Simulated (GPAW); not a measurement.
# Ba (Pm-3m) in GPAW: convergence with density grid spacing (A)

Aim: find how far density grid spacing (A) must go before the results for Ba settle, at PBEsol. This setting moves, with any that are tied to it; all else stays.

All numbers are computed with GPAW 26.7.0; they aren't measurements. Logs are shortened: lines on timing, memory, paths and dates and some standing lists are left out, and cuts for length are marked. The log counts tension as positive stress, the text compression.

## Step 1: Starting point

Symmetry: Pm-3m, No. 221, cubic system. The conventional cell has a = 3.918 Å, b = 3.918 Å, c = 3.918 Å, α = 90.00°, β = 90.00°, γ = 90.00°. Ba (site symmetry m-3m) is surrounded by 6 Ba at 3.92 Å.

This isn't the form of Ba at room conditions, which is bcc.

## Step 2: With density grid spacing (A) 0.24

run.py reads:

```python
from ase.dft.bandgap import bandgap
from ase.io import read, write
from ase.units import GPa
from gpaw import GPAW, PW, setup_paths

setup_paths.insert(0, '.')

atoms = read('POSCAR')

calc = GPAW(mode=PW(600),
            h=0.24,
            xc='PBEsol',
            kpts={'size': (7, 7, 7), 'gamma': True},
            occupations={'name': 'fermi-dirac', 'width': 0.05},
            nbands=12,
            convergence={'density': 1e-05, 'energy': 1e-05},
            maxiter=100,
            txt='gpaw.txt')
atoms.calc = calc
energy = atoms.get_potential_energy()
forces = atoms.get_forces()
stress = atoms.get_stress()
calc.write('gs.gpw')
write('result.traj', atoms)
print(f'Energy: {energy:.6f} eV')
print('Forces (eV/A):')
print(forces.round(4))
print('Stress (GPa):', (stress / GPa).round(3))
print('Fermi level:', round(calc.get_fermi_level(), 4), 'eV')
print(f'Gap: {bandgap(calc)[0]:.4f} eV, direct: {bandgap(calc, direct=True)[0]:.4f} eV')
```

POSCAR reads:

```
Ba
1.0
    3.9177175405      0.0000000000      0.0000000000
    0.0000000000      3.9177175405      0.0000000000
    0.0000000000      0.0000000000      3.9177175405
Ba
1
Direct
    0.0000000000      0.0000000000      0.0000000000
```

Potentials or basis: PAW data sets generated in the run's folder for this functional, pw.

The run is started by

```console
$ gpaw-setup -f PBEsol Ba
$ OMP_NUM_THREADS=1 python run.py
```

It took 6.5 s on 1 thread of Intel Xeon 6975P-C (Granite Rapids), shared host; peak memory 0.14 GiB.

Results:

- Free energy: -1.8104 eV
- Pressure: -0.4 GPa
- Band gap on the k mesh: 0.11 eV, indirect (least direct gap 0.22 eV)

## Step 3: With density grid spacing (A) 0.2

Changes to run.py since step 2:

```diff
@@ -10,3 +10,3 @@
 calc = GPAW(mode=PW(600),
-            h=0.24,
+            h=0.2,
             xc='PBEsol',
```

POSCAR is that of step 2.

Potentials or basis: PAW data sets generated in the run's folder for this functional, pw.

The run is started by

```console
$ gpaw-setup -f PBEsol Ba
$ OMP_NUM_THREADS=1 python run.py
```

It took 6.2 s on 1 thread of Intel Xeon 6975P-C (Granite Rapids), shared host; peak memory 0.14 GiB.

Results:

| Item | Value |
| --- | --- |
| Free energy | -1.8102 eV |
| Pressure | -0.4 GPa |
| Band gap on the k mesh | 0.11 eV, indirect (least direct gap 0.22 eV) |

## Step 4: With density grid spacing (A) 0.17

Changes to run.py since step 3:

```diff
@@ -10,3 +10,3 @@
 calc = GPAW(mode=PW(600),
-            h=0.2,
+            h=0.17,
             xc='PBEsol',
```

POSCAR is that of step 3.

The run is started by

```console
$ gpaw-setup -f PBEsol Ba
$ OMP_NUM_THREADS=1 python run.py
```

It took 8.4 s on 1 thread of Intel Xeon 6975P-C (Granite Rapids), shared host; peak memory 0.15 GiB.

What came out:

```
Free energy            : -1.8100 eV
Pressure               : -0.4 GPa
Band gap on the k mesh : 0.11 eV, indirect (least direct gap 0.22 eV)
```

## Step 5: With density grid spacing (A) 0.15

Changes to run.py since step 4:

```diff
@@ -10,3 +10,3 @@
 calc = GPAW(mode=PW(600),
-            h=0.17,
+            h=0.15,
             xc='PBEsol',
```

POSCAR is that of step 4.

The run is started by

```console
$ gpaw-setup -f PBEsol Ba
$ OMP_NUM_THREADS=1 python run.py
```

It took 11 s on 1 thread of Intel Xeon 6975P-C (Granite Rapids), shared host; peak memory 0.16 GiB.

The run converged. Its results:

| Item | Value |
| --- | --- |
| Free energy | -1.8099 eV |
| Pressure | -0.4 GPa |
| Band gap on the k mesh | 0.11 eV, indirect (least direct gap 0.22 eV) |

## Step 6: With density grid spacing (A) 0.13

Changes to run.py since step 5:

```diff
@@ -10,3 +10,3 @@
 calc = GPAW(mode=PW(600),
-            h=0.15,
+            h=0.13,
             xc='PBEsol',
```

POSCAR is that of step 5.

Potentials or basis: PAW data sets generated in the run's folder for this functional, pw.

The run is started by

```console
$ gpaw-setup -f PBEsol Ba
$ OMP_NUM_THREADS=1 python run.py
```

Wall time 11 s (1 thread of Intel Xeon 6975P-C (Granite Rapids), shared host); peak memory 0.17 GiB.

The run converged. Its results:

```yaml
Free_energy: -1.8098 eV
Pressure: -0.4 GPa
Band_gap_on_the_k_mesh: 0.11 eV, indirect (least direct gap 0.22 eV)
```

## Step 7: With density grid spacing (A) 0.11

Changes to run.py since step 6:

```diff
@@ -10,3 +10,3 @@
 calc = GPAW(mode=PW(600),
-            h=0.13,
+            h=0.11,
             xc='PBEsol',
```

POSCAR is that of step 6.

The run is started by

```console
$ gpaw-setup -f PBEsol Ba
$ OMP_NUM_THREADS=1 python run.py
```

Wall time 16 s (1 thread of Intel Xeon 6975P-C (Granite Rapids), shared host); peak memory 0.19 GiB.

Results (log left out):

* Free energy: -1.8098 eV
* Pressure: -0.4 GPa
* Band gap on the k mesh: 0.11 eV, indirect (least direct gap 0.22 eV)

## Step 8: With density grid spacing (A) 0.09

Changes to run.py since step 7:

```diff
@@ -10,3 +10,3 @@
 calc = GPAW(mode=PW(600),
-            h=0.11,
+            h=0.09,
             xc='PBEsol',
```

POSCAR is that of step 7.

Potentials or basis: PAW data sets generated in the run's folder for this functional, pw.

The run is started by

```console
$ gpaw-setup -f PBEsol Ba
$ OMP_NUM_THREADS=1 python run.py
```

gpaw.txt:

```text
__  _  _
 | _ |_)|_||  |
 |__||  | ||/\| - 26.7.0

Input parameters:
  mode=PW(ecut=600.0),
  convergence={'density': 1e-05, 'energy': 1e-05},
  h=0.09,
  kpts=MonkhorstPack(size=(7, 7, 7), gamma=True),
  maxiter=100,
  nbands=12,
  occupations=Occupations(name='fermi-dirac', width=0.05),
  xc=XC(name='PBEsol')

Diagonalizing LCAO Hamiltonian
Converting LCAO to pw mode
   .---------.
  /|         |
 * |         |
 | |         |
 | |         |
 | .---------.
 |/         /
 Ba--------*

Atoms  # Å, Bohr magnetons
|   | symbol |        x |        y |        z |    initial magnetic moments |
|---|--------|----------|----------|----------|-----------------------------|
| 0 |     Ba | 0.000000 | 0.000000 | 0.000000 | ( 0.0000,  0.0000,  0.0000) |

Unit cell  # Å
| periodic |        x |        y |        z |  lengths |    angles |
|----------|----------|----------|----------|----------|-----------|
|      yes | 3.917718 | 0.000000 | 0.000000 | 3.917718 | 90.000000 |
|      yes | 0.000000 | 3.917718 | 0.000000 | 3.917718 | 90.000000 |
|      yes | 0.000000 | 0.000000 | 3.917718 | 3.917718 | 90.000000 |

Number of symmetries: 48
Symmetry operations  # r_c * U_cc + t_c -> r_c
|    | kind |            matrix            |
|----|------|------------------------------|
|  0 |  E   |  1, 0, 0,  0, 1, 0,  0, 0, 1 |
|  1 |  σ   |  1, 0, 0,  0, 1, 0,  0, 0,-1 |
|  2 |  σ   |  1, 0, 0,  0, 0, 1,  0, 1, 0 |
|  3 |  C4  |  1, 0, 0,  0, 0, 1,  0,-1, 0 |
|  4 |  C4  |  1, 0, 0,  0, 0,-1,  0, 1, 0 |
|  5 |  σ   |  1, 0, 0,  0, 0,-1,  0,-1, 0 |
|  6 |  σ   |  1, 0, 0,  0,-1, 0,  0, 0, 1 |
|  7 |  C2  |  1, 0, 0,  0,-1, 0,  0, 0,-1 |
|  8 |  σ   |  0, 1, 0,  1, 0, 0,  0, 0, 1 |
|  9 |  C2  |  0, 1, 0,  1, 0, 0,  0, 0,-1 |
| 10 |  C3  |  0, 1, 0,  0, 0, 1,  1, 0, 0 |
| 11 |  S6  |  0, 1, 0,  0, 0, 1, -1, 0, 0 |
| 12 |  S6  |  0, 1, 0,  0, 0,-1,  1, 0, 0 |
| 13 |  C3  |  0, 1, 0,  0, 0,-1, -1, 0, 0 |
| 14 |  C4  |  0, 1, 0, -1, 0, 0,  0, 0, 1 |
| 15 |  S4  |  0, 1, 0, -1, 0, 0,  0, 0,-1 |
| 16 |  C3  |  0, 0, 1,  1, 0, 0,  0, 1, 0 |
| 17 |  S6  |  0, 0, 1,  1, 0, 0,  0,-1, 0 |
| 18 |  σ   |  0, 0, 1,  0, 1, 0,  1, 0, 0 |
| 19 |  C4  |  0, 0, 1,  0, 1, 0, -1, 0, 0 |
| 20 |  C2  |  0, 0, 1,  0,-1, 0,  1, 0, 0 |
| 21 |  S4  |  0, 0, 1,  0,-1, 0, -1, 0, 0 |
| 22 |  S6  |  0, 0, 1, -1, 0, 0,  0, 1, 0 |
| 23 |  C3  |  0, 0, 1, -1, 0, 0,  0,-1, 0 |
| 24 |  S6  |  0, 0,-1,  1, 0, 0,  0, 1, 0 |
| 25 |  C3  |  0, 0,-1,  1, 0, 0,  0,-1, 0 |
| 26 |  C4  |  0, 0,-1,  0, 1, 0,  1, 0, 0 |
| 27 |  σ   |  0, 0,-1,  0, 1, 0, -1, 0, 0 |
| 28 |  S4  |  0, 0,-1,  0,-1, 0,  1, 0, 0 |
| 29 |  C2  |  0, 0,-1,  0,-1, 0, -1, 0, 0 |
| 30 |  C3  |  0, 0,-1, -1, 0, 0,  0, 1, 0 |
| 31 |  S6  |  0, 0,-1, -1, 0, 0,  0,-1, 0 |
| 32 |  C4  |  0,-1, 0,  1, 0, 0,  0, 0, 1 |
| 33 |  S4  |  0,-1, 0,  1, 0, 0,  0, 0,-1 |
| 34 |  S6  |  0,-1, 0,  0, 0, 1,  1, 0, 0 |
| 35 |  C3  |  0,-1, 0,  0, 0, 1, -1, 0, 0 |
| 36 |  C3  |  0,-1, 0,  0, 0,-1,  1, 0, 0 |
| 37 |  S6  |  0,-1, 0,  0, 0,-1, -1, 0, 0 |
| 38 |  σ   |  0,-1, 0, -1, 0, 0,  0, 0, 1 |
| 39 |  C2  |  0,-1, 0, -1, 0, 0,  0, 0,-1 |
| 40 |  σ   | -1, 0, 0,  0, 1, 0,  0, 0, 1 |
| 41 |  C2  | -1, 0, 0,  0, 1, 0,  0, 0,-1 |
| 42 |  C2  | -1, 0, 0,  0, 0, 1,  0, 1, 0 |
| 43 |  S4  | -1, 0, 0,  0, 0, 1,  0,-1, 0 |
| 44 |  S4  | -1, 0, 0,  0, 0,-1,  0, 1, 0 |
| 45 |  C2  | -1, 0, 0,  0, 0,-1,  0,-1, 0 |
| 46 |  C2  | -1, 0, 0,  0,-1, 0,  0, 0, 1 |
| 47 |  i   | -1, 0, 0,  0,-1, 0,  0, 0,-1 |

BZ-sampling:
  Number of BZ points: 343
  Number of IBZ points: 20

  Monkhorst-Pack size: [7, 7, 7]
  Monkhorst-Pack shift: [0, 0, 0]

K-points  # in reciprocal-cell coordinates
|     |                                coordinates |     weight |
|-----|--------------------------------------------|------------|
|   0 | (  0.00000000,   0.00000000,   0.00000000) | 0.00291545 |
|   1 | (  0.14285714,   0.00000000,   0.00000000) | 0.01749271 |
|   2 | (  0.14285714,   0.14285714,   0.00000000) | 0.03498542 |
|   3 | (  0.14285714,   0.14285714,   0.14285714) | 0.02332362 |
|   4 | (  0.28571429,   0.00000000,   0.00000000) | 0.01749271 |
|   5 | (  0.28571429,   0.14285714,   0.00000000) | 0.06997085 |
|   6 | (  0.28571429,   0.14285714,   0.14285714) | 0.06997085 |
|   7 | (  0.28571429,   0.28571429,   0.00000000) | 0.03498542 |
|   8 | (  0.28571429,   0.28571429,   0.14285714) | 0.06997085 |
|   9 | (  0.28571429,   0.28571429,   0.28571429) | 0.02332362 |
| ... |                                            |            |
|  19 | (  0.42857143,   0.42857143,   0.42857143) | 0.02332362 |

Plane wave coefficients: 2021
Cutoff: 600.0 eV

Spin-components: 1 (collinear spins)
Bands:           12
Projectors:      6
Spin-degeneracy: 2
Datatype:        complex128

Parallelization:
  kpt:    1
  domain: 1
  band:   1

Density:
  Valence electrons: 10.0
  Components: 1
  Grid points: [45 45 45]
  Charge: 0.0  # |e|

Potential:
  Grid points: [45 45 45]

species:
  Ba:
    name:    Barium
    Z:       56.0
    valence: 10
    core:    46
    charge:  0.0  # [|e|]
    compensation charges:
      type: gauss
      rc: 0.37  # [Å]
      lmax: 2
    cutoffs:
      filter: 2.06  # [Å]
      core: 2.33  # [Å]
    projectors
    | kind |    occ | energy [eV] | rcut [Å] |
    |------|--------|-------------|----------|
    |   5s |  2.000 |     -33.673 |    1.164 |
    |   6s |  2.000 |      -3.245 |    1.164 |
    |   5p |  6.000 |     -18.749 |    1.164 |
    |    p |        |       0.000 |    1.164 |
    |    d |        |       0.000 |    1.164 |
    |    d |        |      27.211 |    1.164 |

    Using partial waves for Ba as LCAO basis

Reference energy: -221190.728027  # eV

eigensolver:
  PPCG
  Converge bands: occupied
  niter=2

density mixing:
  MSR1-Mixer
  Pratt-step length: 0.05
  Maximum mixing coefficient: 0.75
  Old densities: 10
  SVD Regularization: 0.005
  Good broyden scale: 1.0
  Trust region scale: 1.0
  Backstep threshold: 4.0
  History deletion threshold: 6.0
  Fourier metric: weight=20.0, sigma=0.015

occupation numbers:
  Fermi-Dirac:
    width: 0.0500  # eV

poisson solver:
  ecut: 4800.0  # eV

xc functional:
  name: PBEsol with 2 nearest neighbor stencil

convergence criteria:
- Maximum integral of absolute [dens]ity change: 1e-05 electrons / valence electron
- Maximum [total energy] change in last 3 cyles: 1e-05 eV / valence electron
- Maximum integral of absolute [eigenst]ate change: 4e-08 eV^2 / valence electron
maximum number of iterations: 100

SCF iterations
|iter     | |      energy | eigst |  dens |
|---------|-|-------------|-------|-------|
|iter:   1| |   -0.903242 | +0.16 |       |
|iter:   2| |   -1.989948 | -0.08 | -1.22 |
|iter:   3| |-246653.097123 | +5.00 | -1.15 |
|iter:   4| |   -0.190188 | +1.94 | +1.85 |
|iter:   5| |   -1.757726 | +0.28 | -0.41 |
|iter:   6| |   -1.760875 | -1.83 | -1.51 |
|iter:   7| |   -1.801351 | -3.37 | -1.39 |
|iter:   8| |   -1.808974 | -3.37 | -1.50 |
|iter:   9| |   -1.807828 | -4.66 | -2.03 |
|iter:  10| |   -1.807512 | -4.52 | -2.16 |
|iter:  11| |   -1.807510 | -5.72 | -2.92 |
|iter:  12| |   -1.807512c| -7.35 | -3.62 |
|iter:  13| |   -1.807513c| -8.21c| -4.06 |
|iter:  14| |   -1.807513c| -9.20c| -5.43c|

Converged in 14 steps
Energy contributions relative to reference atoms: (reference = -221190.728027)

Energy contributions:
  Kinetic:          -0.451145
  Coulomb:           2.884549
  Zero:             -0.040140
  External:          0.000000
  Xc:               -4.198534
  Entropy:          -0.004485
  Spinorbit:         0.000000
  ----------------------------
  Free energy:      -1.809755
  Extrapolated:     -1.807513

dipole moment: (-23.707699, -23.707699, -23.707699)  # |e|*Ang

Fermi level: 5.113
Eigenvalues  # (at kpt = [0.000, 0.000, 0.000])
| band index |      eig [eV] | occ [0-2] |
|------------|---------------|-----------|
|          0 |       -23.935 |     2.000 |
|          1 |        -8.755 |     2.000 |
|          2 |        -8.755 |     2.000 |
|          3 |        -8.755 |     2.000 |
|          4 |         2.549 |     2.000 |
|          5 |         5.146 |     0.683 |
|          6 |         5.146 |     0.683 |
|          7 |        10.162 |     0.000 |
|          8 |        10.162 |     0.000 |
|          9 |        10.162 |     0.000 |
|         10 |        12.771 |     0.000 |
|         11 |        12.771 |     0.000 |

Gap: 0.110 eV
Transition (v -> c):
  (s=0, k=19, n=4, [0.43, 0.43, 0.43]) -> (s=0, k=0, n=5, [0.00, 0.00, 0.00])
Direct/indirect transitions are different
Direct gap: 0.216 eV
Transition at: (s=0, k=19, n=4, [0.43, 0.43, 0.43])

Forces  # eV/Ang
|       x |       y |       z |
|---------|---------|---------|
| 0.00000 | 0.00000 | 0.00000 |  # Ba   0

Stress tensor  # eV/Ang^3
|        x |        y |        z |
|----------|----------|----------|
| 0.002640 | 0.000000 | 0.000000 |
| 0.000000 | 0.002640 | 0.000000 |
| 0.000000 | 0.000000 | 0.002640 |

# Writing to gs.gpw (mode='')
```

stdout:

```text
Energy: -1.807513 eV
Forces (eV/A):
[[0. 0. 0.]]
Stress (GPa): [0.423 0.423 0.423 0.    0.    0.   ]
Fermi level: 5.1133 eV
Gap: 0.1099 eV, direct: 0.2156 eV
```

Run time: 32 s. Hardware: 1 thread of Intel Xeon 6975P-C (Granite Rapids), shared host; peak memory 0.25 GiB.

Results:

* Free energy: -1.8098 eV
* Pressure: -0.4 GPa
* Band gap on the k mesh: 0.11 eV, indirect (least direct gap 0.22 eV)

## Step 9: Summary

```
density grid spacing (A)  energy less the tightest run, at zero smearing (meV/atom)  SCF cycles  CPU time (s)  peak memory (GiB)
                    0.24                                                      -0.67          14           6.5               0.14
                     0.2                                                      -0.46          14           6.2               0.14
                    0.17                                                      -0.22          14           8.4               0.15
                    0.15                                                      -0.13          14            11               0.16
                    0.13                                                      -0.06          14            11               0.17
                    0.11                                                      -0.03          14            16               0.19
                    0.09                                                       0.00          14            32               0.25
```

Against the tightest run, the energy stays within 1 meV/atom from 0.24 on. The tightest run that finished is the yardstick and may itself not be fully converged.

Caveats: spin-orbit coupling is left out, which moves the levels of the heavy elements; an odd mesh through Γ misses points on the zone boundary, where band edges often lie.
